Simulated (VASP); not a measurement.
Input of a VASP 6.6.1 run:

INCAR

```
PREC = Accurate
ENCUT = 520
EDIFF = 1E-7
ISMEAR = -1
SIGMA = 0.05
LREAL = F
LASPH = T
NELM = 60
ALGO = Normal
ISIF = 2
LWAVE = F
LCHARG = F
GGA = PS
NBANDS = 21
```

The input KPOINTS:

```
regular mesh
0
Gamma
  11 11 6
```

Contents of POSCAR:

```
Ru
1.0
    2.7058000000      0.0000000000      0.0000000000
   -1.3529000000      2.3432915376      0.0000000000
    0.0000000000      0.0000000000      4.2819000000
Ru
2
Direct
    0.6723620000      0.3438460000      0.7451840000
    0.3215740000      0.6804310000      0.2436670000
```

Potentials or basis: VASP PAW PBE potentials, release 64 (Ru_pv).

Run with:

```bash
$ cat potpaw_PBE.64/Ru_pv/POTCAR > POTCAR
$ mpirun -np 1 vasp_std > vasp.out
```

**Question.** Predict the pressure.

**Answer.** -6.2 GPa.

**Question.** Estimate the band gap on the k mesh.

**Answer.** None (metal or under the smearing width).

**Question.** Predict the largest force.

**Answer.** 0.347 eV/Å.

Forces on the atoms (eV/Å):
```
Ru  -0.334  0.050 -0.078
Ru   0.334 -0.050  0.078
```

Caveat: the PAW data sets were made with another functional, which shifts forces and pressure a little.
